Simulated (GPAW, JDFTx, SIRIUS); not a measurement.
**TiB2: 3 runs at one level of theory**

```
Ti B
1.0
     3.02920    0.00000    0.00000
    -1.51460    2.62336    0.00000
     0.00000    0.00000    3.22840
Ti B
1 2
Direct
  0.00000 0.00000 0.00000
  0.66667 0.33333 0.50000
  0.33333 0.66667 0.50000
```

Alike in all runs: task single point; functional PBE; k mesh 10 × 10 × 8; occupations fermi-dirac, width 0.05 eV; no spin polarisation; no spin-orbit coupling. Pressure is positive in compression and, in plane waves, holds the error of the finite cutoff.

```
                                     program and potentials  plane-wave cutoff (eV)  notes  pressure (GPa)
SIRIUS, PseudoDojo 0.4.1 PBE standard (scalar relativistic)                    1152      -            0.20
  JDFTx, PseudoDojo-SR-PBE-0.5-standard with smoothed tails                    1143      -            0.20
                 GPAW, GPAW PAW data sets (gpaw-data 1.2.1)                     800      -            0.70
```

The pressure spans 0.20 (SIRIUS, PseudoDojo 0.4.1 PBE standard (scalar relativistic)) to 0.70 GPa (GPAW, GPAW PAW data sets (gpaw-data 1.2.1)).

The functional is the same throughout but for its coding, so the spread measures potentials, basis and numerics; runs on potential files found faulty are left out.
